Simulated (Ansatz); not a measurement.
# Te2Mo: the cost of one run

Program: Ansatz 0.2.0. Level of theory: DFT PBE+D3(BJ), scalar-relativistic, plane waves, PAW. These are calculated values, not measurements.

1 further run of the same task is left out (set aside as unsound or not needed). Runs told in other sessions of the task aren't counted.

### Step 1. Starting point

It takes space group P2_1/m (No. 11, monoclinic). The conventional cell has a = 6.331 Å, b = 3.469 Å, c = 13.311 Å, α = 90.00°, β = 94.19°, γ = 90.00°. Around Te (site symmetry m) lie 3 Mo at 2.70 to 2.71 Å. Te (site symmetry m) has 3 Mo at 2.79 to 2.80 Å in its first shell of neighbours. Te (site symmetry m) has 3 Mo at 2.70 Å in its first shell of neighbours. Mo (site symmetry m) has 6 Te at 2.70 to 2.80 Å and 2 Mo at 2.88 Å in its first shell of neighbours.

As a file:

```cif
data_structure
_symmetry_space_group_name_H-M 'P 1'
_symmetry_Int_Tables_number 1
_cell_length_a 6.3306
_cell_length_b 3.4691
_cell_length_c 13.3108
_cell_angle_alpha 90.000
_cell_angle_beta 94.192
_cell_angle_gamma 90.000
_cell_volume 291.55
loop_
_atom_site_label
_atom_site_type_symbol
_atom_site_fract_x
_atom_site_fract_y
_atom_site_fract_z
_atom_site_occupancy
Te1 Te 0.55654 0.75000 0.34523 1
Te2 Te 0.44346 0.25000 0.65477 1
Te3 Te 0.58911 0.25000 0.10668 1
Te4 Te 0.41089 0.75000 0.89332 1
Te5 Te 0.09680 0.75000 0.15548 1
Te6 Te 0.90320 0.25000 0.84452 1
Te7 Te 0.05352 0.25000 0.39288 1
Te8 Te 0.94648 0.75000 0.60712 1
Mo1 Mo 0.31982 0.75000 0.50645 1
Mo2 Mo 0.68018 0.25000 0.49355 1
Mo3 Mo 0.18217 0.25000 0.00813 1
Mo4 Mo 0.81783 0.75000 0.99187 1
```

It is the result of an earlier relaxation at this level (volume 24.30 Å³/atom; gap on the mesh: none (metal)).

### Step 2. One layer, cut out

One layer of the relaxed bulk, put into vacuum. Its planes from the bottom up:

```csv
plane,atoms per cell,height over the lowest (Å)
1,Te,0.00
2,Te,0.63
3,Mo2,2.05
4,Te,3.48
5,Te,4.11
```

### Step 3. Quick check of gap and forces

The sheet is isolated along c: the input cuts the Coulomb interaction between periodic copies.

input.yaml reads:

```yaml
crystal:
  lattice:
    - [3.4691406121, 0.0, 0.0]
    - [0.0, 6.3306365335, 0.0]
    - [0.0, 0.0, 34.2184459082]
  atoms:
    - { symbol: Te, position: [0.25, 0.5034753905, 0.439956026] }
    - { symbol: Te, position: [0.75, 0.9931319954, 0.4584429891] }
    - { symbol: Mo, position: [0.75, 0.6043158607, 0.4974966877] }
    - { symbol: Mo, position: [0.25, 0.2419757453, 0.5025033123] }
    - { symbol: Te, position: [0.25, 0.8531596106, 0.5415570109] }
    - { symbol: Te, position: [0.75, 0.3428162155, 0.560043974] }
  periodic: [true, true, false]
basis:
  ecutwfc: 420
kpoints:
  mp_grid: { grid: [6, 4, 1] }
hamiltonian:
  xc: pbe
  dispersion: d3bj
scf:
  occupations: { method: gaussian, width: 0.1 }
output:
  forces: true
  stress: true
  eigenvalues: true
```

The run is started by

```
$ ansatz run input.yaml --threads 4 --pin off --max-ram 10240MiB --backend cpu --events-out ev --progress --plain --runs-dir out
```

Q: Estimate wall time and peak memory on 4 threads of Arm Neoverse V1, shared host.

About 8.8 s, with a peak of 1.6 GiB.
